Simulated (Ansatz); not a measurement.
# SrO: the cell at several levels of theory

Cell and atoms of SrO built on the CsCl prototype are relaxed in turn with PBE, r2SCAN, PBEsol, LDA and HSE06. This is a trial cell built on a prototype, not taken from a measured structure, and it needn't be the compound's ground state.

Program: Ansatz 0.2.0. PAW datasets, plane waves, zero pressure. Note: simulated data, non-magnetic, for a generated structure that need not be the stable one.

**1. The system as given**

Space group Pm-3m (No. 221), cubic; conventional cell a = 3.113 Å, 15.09 Å³ an atom. Around Sr lie 8 O at 2.70 Å; around O lie 8 Sr at 2.70 Å.

Structure file:

Space group Pm-3m (No. 221). a = 3.113 Å, b = 3.113 Å, c = 3.113 Å, α = 90.00°, β = 90.00°, γ = 90.00°
```csv
atom,site,symmetry,x,y,z
Sr,1a,m-3m,0.0000,0.0000,0.0000
O,1b,m-3m,0.5000,0.5000,0.5000
```

**2. Relaxing with PBE**

input.yaml

```yaml
crystal:
  lattice:
    - [3.1131500164, 0.0, 0.0]
    - [0.0, 3.1131500164, 0.0]
    - [0.0, 0.0, 3.1131500164]
  atoms:
    - { symbol: Sr, position: [0.0, 0.0, 0.0] }
    - { symbol: O, position: [0.5, 0.5, 0.5] }
kpoints:
  mp_grid: { grid: [8, 8, 8] }
hamiltonian:
  xc: pbe
scf:
  occupations: { method: fermi_dirac, width: 0.02 }
relax:
  f_tol: 0.005
  cell: {}
```

Started as:

```
$ ansatz run input.yaml --threads 2 --pin off --max-ram 2211MiB --backend cpu --events-out ev --progress --plain --runs-dir out
```

Further steps of the session: Relaxation with r2SCAN; Relaxing with PBEsol; Relaxation with LDA; HSE06: cell and atoms.

**Question.** What will these runs give? Wanted: for each run, a; volume; space group; SCF geometries.

**Answer**, as computed:

```
 level  a (Å)  volume (Å³/atom)  space group  SCF geometries
   PBE  3.134            15.385        Pm-3m               7
r2SCAN  3.103            14.937        Pm-3m               5
PBEsol  3.080            14.604        Pm-3m               7
   LDA  3.040            14.043        Pm-3m               7
 HSE06  3.100            14.899        Pm-3m               4
```

What this shows: From the start to the first minimum the volume moved by +2.0 %. LDA gives the smallest cell and PBE the largest; they differ by 9.6 % in volume, a mean of 3.1 % in length. The meshes differ: PBE 8×8×8, r2SCAN 8×8×8, PBEsol 8×8×8, LDA 8×8×8, HSE06 6×6×6.
